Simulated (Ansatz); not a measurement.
**FePt (Tetraferroplatinum): single point with PBE**

FePt (Tetraferroplatinum):

```
Pt Fe
1.0
     2.72350    0.00000    0.00000
     0.00000    2.72350    0.00000
     0.00000    0.00000    3.72000
Pt Fe
1 1
Direct
  0.50000 0.50000 0.50000
  0.00000 0.00000 0.00000
```

```
Program             : Ansatz 0.2.0
Task                : single point
Functional          : PBE
Potentials or basis : Ansatz PAW
Cutoff              : 420 eV (not typed: the program's choice for these potentials)
k mesh              : 10 × 10 × 7
Occupations         : fermi-dirac, width 0.05 eV
Spin                : no spin polarisation
```

* Pressure: -13.0 GPa
* Band gap on the k mesh: none (metal or under the smearing width)

Stress tensor (GPa, compression positive):
```
-14.22   0.00   0.00
  0.00 -14.22   0.00
  0.00   0.00 -10.51
```

Levels at points of the mesh, in eV from the Fermi level:
```
             k point  band 15  band 16  band 17  band 18  band 19  band 20
  (0.00, 0.00, 0.00)    -1.30    -0.45     0.39     0.70     0.70     2.47
 (0.00, -0.50, 0.00)    -1.80    -1.79    -0.74    -0.36     1.58     1.97
(-0.50, -0.50, 0.00)     0.45     0.62     0.78     0.78     1.76     1.76
```

It took 1.3 s on 2 threads of Intel(R) Xeon(R) Platinum 8259CL CPU @ 2.50GHz (Skylake/Cascade Lake) (shared host), peak memory 0.41 GiB.

The run has no spin-orbit coupling, so splittings on Pt are missing. Spin polarisation is off, so any magnetic state and its effect on volume and gap are missing.
